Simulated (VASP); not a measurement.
A run of VASP 6.6.1 is set up as follows.

Contents of INCAR:

```
PREC     = Accurate       # precision mode
ENCUT    = 600            # plane-wave cutoff, eV
EDIFF    = 1E-7           # SCF threshold, eV
ISMEAR   = 0              # smearing method
SIGMA    = 0.1            # smearing width, eV
LREAL    = False          # projectors in reciprocal space
LASPH    = True           # aspherical terms in the spheres
NELM     = 60             # most SCF steps
ALGO     = Normal         # electronic algorithm
ISIF     = 3              # what is computed and relaxed
LWAVE    = False          # write WAVECAR
LCHARG   = False          # write CHGCAR
GGA      = PE             # functional
IBRION   = 2              # ionic algorithm
NSW      = 80             # ionic steps
EDIFFG   = -0.004         # ionic threshold
```

KPOINTS

```
regular mesh
0
Gamma
  6 7 5
```

POSCAR

```
SiNi
1.0
    5.1731000000      0.0000000000      0.0000000000
    0.0000000000      3.3381000000      0.0000000000
    0.0000000000      0.0000000000      5.6049000000
Si Ni
4 4
Direct
    0.3212800000      0.7500000000      0.0825000000
    0.1787200000      0.2500000000      0.5825000000
    0.8212800000      0.7500000000      0.4175000000
    0.6787200000      0.2500000000      0.9175000000
    0.0077900000      0.2500000000      0.1875200000
    0.4922100000      0.7500000000      0.6875200000
    0.5077900000      0.2500000000      0.3124800000
    0.9922100000      0.7500000000      0.8124800000
```

Potentials or basis: VASP PAW PBE potentials, release 64 (Si, Ni).

Command:

```console
$ cat potpaw_PBE.64/Si/POTCAR potpaw_PBE.64/Ni/POTCAR > POTCAR
$ mpirun -np 1 vasp_std > vasp.out
```

Q: Estimate the relaxed cell.

A: a = 5.186 Å, b = 3.362 Å, c = 5.609 Å, α = 90.00°, β = 90.00°, γ = 90.00°.

Q: Estimate the band gap on the k mesh.

A: None (metal or under the smearing width).

Final structure:
```
CELL_PARAMETERS angstrom
5.18568 0.00000 0.00000
0.00000 3.36218 0.00000
0.00000 0.00000 5.60856
ATOMIC_POSITIONS crystal
Si 0.32037 0.75000 0.08408
Si 0.17963 0.25000 0.58408
Si 0.82037 0.75000 0.41592
Si 0.67963 0.25000 0.91592
Ni 0.00818 0.25000 0.18814
Ni 0.49182 0.75000 0.68814
Ni 0.50818 0.25000 0.31186
Ni 0.99182 0.75000 0.81186
```

Spin polarisation is off, so any magnetic state and its effect on volume and gap are missing. Zero-point motion and thermal expansion aren't in these numbers.
